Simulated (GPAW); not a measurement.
# PbS (P-6m2) in GPAW: a series of runs

One crystal, PbS, is run at these levels: PBE, LDA; tasks: single point.

Program: GPAW 26.7.0. These are calculated values, not measurements. Logs are shortened: lines on timing, memory, paths and dates and some standing lists are left out, and cuts for length are marked. The log counts tension as positive stress, the text compression.

### Step 1. Starting point

Symmetry: P-6m2, No. 187, hexagonal system. Conventional cell: a = 4.090 Å, b = 4.090 Å, c = 3.788 Å, α = 90.00°, β = 90.00°, γ = 120.00°. Pb (site symmetry -6m2) is surrounded by 6 S at 3.03 Å. S (site symmetry -6m2) is surrounded by 6 Pb at 3.03 Å.

Measurements of this composition are mostly on another form, of space group No. 225.

### Step 2. Single point, PBE

Input file run.py:

```python
from ase import Atoms
from ase.dft.bandgap import bandgap
from ase.io import write
from ase.units import GPa
from gpaw import GPAW, PW

atoms = Atoms(['Pb', 'S'],
              cell=[[4.0896976867, 0.0, 0.0],
                    [-2.0448488433, 3.5417820905, 0.0],
                    [0.0, 0.0, 3.788167]],
              scaled_positions=[[0.0, 0.0, 0.0],
                                [0.6666666667, 0.3333333333, 0.5]],
              pbc=True)

calc = GPAW(mode=PW(400),
            xc='PBE',
            kpts={'size': (6, 6, 6), 'gamma': True},
            occupations={'name': 'fermi-dirac', 'width': 0.05},
            nbands=19,
            maxiter=120,
            txt='gpaw.txt')
atoms.calc = calc
energy = atoms.get_potential_energy()
forces = atoms.get_forces()
stress = atoms.get_stress()
calc.write('gs.gpw')
write('result.traj', atoms)
print(f'Energy: {energy:.6f} eV')
print('Forces (eV/A):')
print(forces.round(4))
print('Stress (GPa):', (stress / GPa).round(3))
print('Fermi level:', round(calc.get_fermi_level(), 4), 'eV')
print(f'Gap: {bandgap(calc)[0]:.4f} eV, direct: {bandgap(calc, direct=True)[0]:.4f} eV')
```

Potentials or basis: GPAW PAW data sets (gpaw-data 1.2.1), pw.

Command:

```sh
$ OMP_NUM_THREADS=1 python run.py
```

gpaw.txt:

```text
__  _  _
 | _ |_)|_||  |
 |__||  | ||/\| - 26.7.0

Input parameters:
  mode=PW(ecut=400.0),
  kpts=MonkhorstPack(size=(6, 6, 6), gamma=True),
  maxiter=120,
  nbands=19,
  occupations=Occupations(name='fermi-dirac', width=0.05),
  xc=XC(name='PBE')

Diagonalizing LCAO Hamiltonian
Converting LCAO to pw mode

             S

       Pb

Atoms  # Å, Bohr magnetons
|   | symbol |        x |        y |        z |    initial magnetic moments |
|---|--------|----------|----------|----------|-----------------------------|
| 0 |     Pb | 0.000000 | 0.000000 | 0.000000 | ( 0.0000,  0.0000,  0.0000) |
| 1 |      S | 2.044849 | 1.180594 | 1.894084 | ( 0.0000,  0.0000,  0.0000) |

Unit cell  # Å
| periodic |         x |        y |        z |  lengths |     angles |
|----------|-----------|----------|----------|----------|------------|
|      yes |  4.089698 | 0.000000 | 0.000000 | 4.089698 |  90.000000 |
|      yes | -2.044849 | 3.541782 | 0.000000 | 4.089698 |  90.000000 |
|      yes |  0.000000 | 0.000000 | 3.788167 | 3.788167 | 120.000000 |

Number of symmetries: 12
Symmetry operations  # r_c * U_cc + t_c -> r_c
|    | kind |            matrix            |
|----|------|------------------------------|
|  0 |  σ   |  1, 1, 0,  0,-1, 0,  0, 0, 1 |
|  1 |  C2  |  1, 1, 0,  0,-1, 0,  0, 0,-1 |
|  2 |  E   |  1, 0, 0,  0, 1, 0,  0, 0, 1 |
|  3 |  σ   |  1, 0, 0,  0, 1, 0,  0, 0,-1 |
|  4 |  C3  |  0, 1, 0, -1,-1, 0,  0, 0, 1 |
|  5 |  S3  |  0, 1, 0, -1,-1, 0,  0, 0,-1 |
|  6 |  σ   |  0,-1, 0, -1, 0, 0,  0, 0, 1 |
|  7 |  C2  |  0,-1, 0, -1, 0, 0,  0, 0,-1 |
|  8 |  σ   | -1, 0, 0,  1, 1, 0,  0, 0, 1 |
|  9 |  C2  | -1, 0, 0,  1, 1, 0,  0, 0,-1 |
| 10 |  C3  | -1,-1, 0,  1, 0, 0,  0, 0, 1 |
| 11 |  S3  | -1,-1, 0,  1, 0, 0,  0, 0,-1 |

BZ-sampling:
  Number of BZ points: 216
  Number of IBZ points: 28

  Monkhorst-Pack size: [6, 6, 6]
  Monkhorst-Pack shift: [0.08333333333333333, 0.08333333333333333, 0.08333333333333333]

K-points  # in reciprocal-cell coordinates
|     |                                coordinates |     weight |
|-----|--------------------------------------------|------------|
|   0 | (  0.00000000,   0.00000000,   0.00000000) | 0.00462963 |
|   1 | (  0.00000000,   0.00000000,   0.16666667) | 0.00925926 |
|   2 | (  0.00000000,   0.00000000,   0.33333333) | 0.00925926 |
|   3 | (  0.00000000,   0.00000000,   0.50000000) | 0.00462963 |
|   4 | (  0.16666667,   0.00000000,   0.00000000) | 0.02777778 |
|   5 | (  0.16666667,   0.00000000,   0.16666667) | 0.05555556 |
|   6 | (  0.16666667,   0.00000000,   0.33333333) | 0.05555556 |
|   7 | (  0.16666667,   0.00000000,   0.50000000) | 0.02777778 |
|   8 | (  0.33333333,  -0.16666667,   0.00000000) | 0.02777778 |
|   9 | (  0.33333333,  -0.16666667,   0.16666667) | 0.05555556 |
| ... |                                            |            |
|  27 | (  0.50000000,   0.50000000,   0.50000000) | 0.01388889 |

Plane wave coefficients: 1014
Cutoff: 400.0 eV

Spin-components: 1 (collinear spins)
Bands:           19
Projectors:      11
Spin-degeneracy: 2
Datatype:        complex128

Parallelization:
  kpt:    1
  domain: 1
  band:   1

Density:
  Valence electrons: 20.0
  Components: 1
  Grid points: [20 20 18]
  Charge: 0.0  # |e|

Potential:
  Grid points: [20 20 18]

species:
  Pb:
    name:    Lead
    Z:       82.0
    valence: 14
    core:    68
    charge:  0.0  # [|e|]
    compensation charges:
      type: gauss
      rc: 0.38  # [Å]
      lmax: 2
    cutoffs:
      filter: 2.36  # [Å]
      core: 2.43  # [Å]
    projectors
    | kind |    occ | energy [eV] | rcut [Å] |
    |------|--------|-------------|----------|
    |   6s |  2.000 |     -11.969 |    1.259 |
    |   6p |  2.000 |      -3.506 |    1.275 |
    |   5d | 10.000 |     -21.211 |    1.217 |
    |    s |        |      15.243 |    1.259 |
    |    p |        |      23.705 |    1.275 |
    |    d |        |       6.001 |    1.217 |

    Using partial waves for Pb as LCAO basis

  S:
    name:    Sulfur
    Z:       16.0
    valence: 6
    core:    10
    charge:  0.0  # [|e|]
    compensation charges:
      type: gauss
      rc: 0.24  # [Å]
      lmax: 2
    cutoffs:
      filter: 1.77  # [Å]
      core: 1.66  # [Å]
    projectors
    | kind |    occ | energy [eV] | rcut [Å] |
    |------|--------|-------------|----------|
    |   3s |  2.000 |     -17.254 |    0.974 |
    |   3p |  4.000 |      -7.008 |    0.979 |
    |    s |        |       9.957 |    0.974 |
    |    p |        |      20.203 |    0.979 |
    |    d |        |       0.000 |    0.900 |

    Using partial waves for S as LCAO basis

Reference energy: -578132.083262  # eV

eigensolver:
  PPCG
  Converge bands: occupied
  niter=2

density mixing:
  MSR1-Mixer
  Pratt-step length: 0.05
  Maximum mixing coefficient: 0.75
  Old densities: 10
  SVD Regularization: 0.005
  Good broyden scale: 1.0
  Trust region scale: 1.0
  Backstep threshold: 4.0
  History deletion threshold: 6.0
  Fourier metric: weight=20.0, sigma=0.015

occupation numbers:
  Fermi-Dirac:
    width: 0.0500  # eV

poisson solver:
  ecut: 3200.0  # eV

xc functional:
  name: PBE with 2 nearest neighbor stencil

convergence criteria:
- Maximum [total energy] change in last 3 cyles: 0.0005 eV / valence electron
- Maximum integral of absolute [dens]ity change: 0.0001 electrons / valence electron
- Maximum integral of absolute [eigenst]ate change: 4e-08 eV^2 / valence electron
maximum number of iterations: 120

SCF iterations
|iter     | |      energy | eigst |  dens |
|---------|-|-------------|-------|-------|
|iter:   1| |   -9.223498 | -0.30 |       |
|iter:   2| |   -9.076956 | -2.16 | -1.13 |
|iter:   3| |   -8.653532 | -1.49 | -1.18 |
|iter:   4| |   -8.652700 | -3.64 | -1.82 |
|iter:   5| |   -8.653049c| -4.07 | -2.13 |
|iter:   6| |   -8.653083c| -5.55 | -3.09 |
|iter:   7| |   -8.653092c| -6.46 | -3.50 |
|iter:   8| |   -8.653092c| -7.60c| -4.51c|

Converged in 8 steps
Energy contributions relative to reference atoms: (reference = -578132.083262)

Energy contributions:
  Kinetic:          16.056923
  Coulomb:         -16.863544
  Zero:              0.092600
  External:          0.000000
  Xc:               -7.938686
  Entropy:          -0.000771
  Spinorbit:         0.000000
  ----------------------------
  Free energy:      -8.653478
  Extrapolated:     -8.653092

dipole moment: (-7.932441, -15.378526, -16.010047)  # |e|*Ang

Fermi level: 5.639
Eigenvalues  # (at kpt = [0.000, 0.000, 0.000])
| band index |      eig [eV] | occ [0-2] |
|------------|---------------|-----------|
|          0 |       -11.304 |     2.000 |
|        ... |               |           |
|          2 |       -11.285 |     2.000 |
|          3 |       -11.189 |     2.000 |
|          4 |       -11.189 |     2.000 |
|          5 |        -7.575 |     2.000 |
|          6 |        -0.823 |     2.000 |
|          7 |         3.408 |     2.000 |
[... 9 lines left out ...]
|         17 |        16.860 |     0.000 |
|         18 |        16.860 |     0.000 |

No gap
No difference between direct/indirect transitions

Forces  # eV/Ang
|        x |       y |       z |
|----------|---------|---------|
|  0.00000 | 0.00000 | 0.00000 |  # Pb   0
| -0.00000 | 0.00000 | 0.00000 |  # S    1

Stress tensor  # eV/Ang^3
|         x |         y |        z |
|-----------|-----------|----------|
|  0.012410 | -0.000000 | 0.000000 |
| -0.000000 |  0.012410 | 0.000000 |
|  0.000000 |  0.000000 | 0.010876 |

# Writing to gs.gpw (mode='')
```

Wall time 7.5 s (1 thread of Arm Neoverse V2, shared host); peak memory 0.14 GiB.

The run converged, but some of its settings lie outside the range that counts as converged, so its numbers aren't taken as properties of the crystal.

What came out:

| Property | Result |
| --- | --- |
| Free energy | -8.6535 eV |
| Pressure | -1.9 GPa |
| Band gap on the k mesh | none (metal or under the smearing width) |

Caveat: the cutoff is short for stress and forces, so pressures can be off by a GPa or more.

### Step 3. Single point, LDA

Edit run.py of step 2 so:

```diff
@@ -14,4 +14,4 @@
 
-calc = GPAW(mode=PW(400),
-            xc='PBE',
+calc = GPAW(mode=PW(500),
+            xc='LDA',
             kpts={'size': (6, 6, 6), 'gamma': True},
```

Potentials or basis: the program's PAW data sets (release 1.2.1) made for this functional, pw.

Command:

```sh
$ OMP_NUM_THREADS=1 python run.py
```

Run time: 13 s. Hardware: 1 thread of Arm Neoverse V1, shared host; peak memory 0.15 GiB.

The run converged. Its results:

```yaml
Free_energy: -9.9307 eV
Pressure: -4.9 GPa
Band_gap_on_the_k_mesh: none (metal or under the smearing width)
```

Stress tensor (GPa, compression positive):
```
-4.72  0.00  0.00
 0.00 -4.72  0.00
 0.00  0.00 -5.18
```

Levels at points of the mesh, in eV from the Fermi level:
```
           k point  band 6  band 7  band 8  band 9  band 10  band 11  band 12  band 13  band 14  band 15
(0.00, 0.00, 0.00)  -13.19   -6.55   -2.23   -1.73    -1.73     3.27     3.27     5.12     6.27     6.83
(0.00, 0.00, 0.50)  -12.06   -9.08   -1.13   -1.13    -0.03     0.66     3.66     3.66     8.06     8.06
(0.50, 0.50, 0.00)  -12.08   -8.57   -2.76   -1.92    -1.22     1.78     3.72     5.07     5.24    10.81
(0.50, 0.50, 0.50)  -11.42   -7.49   -4.17   -4.13    -1.46     1.94     2.61     2.62     8.03    10.44
```

Caveat: the cutoff is short for stress and forces, so pressures can be off by a GPa or more.
